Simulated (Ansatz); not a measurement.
## Fixed-spin-moment curve of CrCuO₂ (R-3m)

The geometry is a structure as deposited in COD, held fixed and not relaxed.

Settings: PBEsol, 11×11×11 k mesh, Fermi–Dirac smearing of 0.08 eV. PAW means Ansatz 0.2.0 on its default frozen-core files; LAPW is all-electron LAPW in Ansatz 0.2.0. Site moments are integrated in spheres about the atoms, whose radii differ between the methods.

Input of the first run:

```yaml
crystal:
  lattice:
    - [1.4867, 0.8583466452, 5.7]
    - [-1.4867, 0.8583466452, 5.7]
    - [0.0, -1.7166932904, 5.7]
  atoms:
    - { symbol: Cr, position: [0.5, 0.5, 0.5], spin: 3.0 }
    - { symbol: Cu, position: [0.0, 0.0, 0.0] }
    - { symbol: O, position: [0.10792, 0.10792, 0.10792] }
    - { symbol: O, position: [0.89208, 0.89208, 0.89208] }
magnetization:
  spin_polarized: true
kpoints:
  mp_grid: { grid: [11, 11, 11] }
scf:
  occupations: { method: fermi_dirac, width: 0.08 }
  lower_state_search: "off"
hamiltonian:
  xc: pbesol
  pseudopotentials: { kind: paw }
output:
  forces: true
  stress: true
  eigenvalues: true
  populations: true
  dos: { projected: true, de: 0.1, e_range: [-8, 5] }
  write_density: true
  write_potential: true
  elf: true
  volumetric_format: npy
```

Command: `ansatz run input.yaml --threads 2 --pin off --max-ram 6144MiB --backend cpu --events-out ev --progress --plain --runs-dir out`

The input for «total moment held at 2.1 μB» by PAW differs from it in these lines, output keys apart:

```diff
-    - { symbol: Cr, position: [0.5, 0.5, 0.5], spin: 3.0 }
+    - { symbol: Cr, position: [0.5, 0.5, 0.5], spin: 2.1 }
+  initial_magnetization: 2.1
+  spin_locking: { lock_magnetization: hard }
```

The input for «total moment held at 3.6 μB» by LAPW differs from it in these lines, output keys apart:

```diff
-    - { symbol: Cr, position: [0.5, 0.5, 0.5], spin: 3.0 }
+    - { symbol: Cr, position: [0.5, 0.5, 0.5], spin: 3.6 }
+  initial_magnetization: 3.6
+  spin_locking: { lock_magnetization: hard }
-  pseudopotentials: { kind: paw }
+  pseudopotentials: { kind: all_electron, lapw: { basis_error: 0.001 } }
```

The total moment M of the cell is held by giving each spin its own Fermi level. Half their difference over μB is the field that would hold M, so μB·B = dF/dM. Energies count from each method's free run. The held moment starts on the atoms that carry the free run's moments.

The free PAW run: Site moments (μB): Cr1 2.39, Cu2 0.01, O3 0.00, O4 0.00. Cell moment 3.00 μB.

```csv
M (μB/cell),ΔF PAW (meV/cell),ΔF LAPW (meV/cell),"B, PAW (T)","largest site moment, PAW (μB)","pressure, PAW (GPa)"
0.00,+1163.4,–,–,0.00,-11.4
1.50,+824.4,–,-7500,1.31,-9.1
2.10,+518.5,–,-9985,1.80,-7.3
2.55,+245.7,–,-10644,2.13,-5.6
3.30,+297.0,+297.5,+20346,2.45,-1.7
3.60,+686.6,+686.4,+24390,2.49,-0.1
4.05,+1392.8,+1390.9,+29677,2.53,2.5
```

Against an unpolarised PAW run, spin polarisation gains 290.8 meV per atom; the pressure goes from -11.4 to -3.6 GPa, the usual magnetovolume effect: the magnetic state wants the larger volume.

Q: Check μB·B = dF/dM between M = 1.50 and 2.10 μB with the PAW numbers.

A: ΔF/ΔM = -305.8 meV / 0.60 = -509.7 meV per μB, which is -8805 T with μB = 0.05788 meV/T. The mean of the two holding fields is -8742 T. The slope equals the mean of B over the step, so the two agree where B(M) is nearly straight between its ends, and here they lie within a tenth of each other.

Separate runs put a uniform field on the spins (g = 2):

```csv
field (T),M PAW (μB/cell),M LAPW (μB/cell)
200,3.000,–
1000,3.000,3.000
3000,3.000,–
```

The rows needn't lie on one branch: at M = 0 the run is unmagnetised, so slopes across such rows needn't follow B.

The PAW files were made with PBE; the program remakes their cores once for the run's functional and then keeps them frozen. The Ansatz runs typed with the search for lower states off end where their start leads. These are results for the start and cell typed. The real compound can order otherwise, in a larger cell, or not at all, since semilocal functionals without spin fluctuations often overstate magnetism; near a collapse of the moment, mesh and smearing move it by tens of per cent. Left out because it may lie on a higher state: PAW, total moment held at 0.75 μB.
